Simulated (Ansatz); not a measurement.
# Phases of CoSi at 68 GPa

Structure types of CoSi are relaxed in primitive cells with their symmetry kept at 68 GPa, on PAW files; LAPW relaxes the small cells further and takes the PAW cell for the others (marked *). The enthalpy is E + pV at zero temperature, without zero-point motion. Only the types listed were tried, and differences under about 5 meV/atom are mesh noise. The real phase may be another.

Computed with Ansatz 0.2.0; functional PBE, scalar-relativistic. Settings: Fermi–Dirac smearing of 0.08 eV, no spin polarisation. Methods: LAPW: all electrons, basis error target 0.5 meV/atom; PAW: frozen-core files, cutoff 420 eV.

k meshes: rocksalt 16×16×16, CsCl 15×15×15, WC 16×16×14, NiAs 12×12×7, zincblende 14×14×14.

Spin polarisation is left out, though a magnetic state may lie lower.

Task: Which type is lowest in enthalpy, and by how much?

Result: CsCl, 188 meV/atom below distorted WC. The whole table:

```json
{"start type": "rocksalt", "ends as": "rocksalt, Fm-3m", "a, b, c (Å)": "4.294, 4.294, 4.294", "V (Å³/atom)": "9.90", "H − H(lowest), LAPW (meV/atom)": "1095.4", "same, PAW": "1095.1"}
{"start type": "CsCl", "ends as": "CsCl, Pm-3m", "a, b, c (Å)": "2.600, 2.600, 2.600", "V (Å³/atom)": "8.79", "H − H(lowest), LAPW (meV/atom)": "0.0", "same, PAW": "0.0"}
{"start type": "WC", "ends as": "distorted WC, P-6m2", "a, b, c (Å)": "2.491, 2.491, 3.382", "V (Å³/atom)": "9.09", "H − H(lowest), LAPW (meV/atom)": "188.1", "same, PAW": "189.7"}
{"start type": "NiAs*", "ends as": "NiAs, P6_3/mmc", "a, b, c (Å)": "3.076, 3.076, 4.809", "V (Å³/atom)": "9.85", "H − H(lowest), LAPW (meV/atom)": "583.5", "same, PAW": "582.9"}
{"start type": "zincblende", "ends as": "zincblende, F-43m", "a, b, c (Å)": "4.568, 4.568, 4.568", "V (Å³/atom)": "11.92", "H − H(lowest), LAPW (meV/atom)": "2485.9", "same, PAW": "2484.4"}
```

Task: Split the lead of CsCl over distorted WC into energy and pV.

Result: For distorted WC less CsCl: ΔE = +60.8 meV/atom, and p·ΔV = 68 GPa × +0.3000 Å³ × 6.242 meV/(GPa·Å³) = +127.3 meV/atom, together 188.1 meV/atom. CsCl wins on both counts.
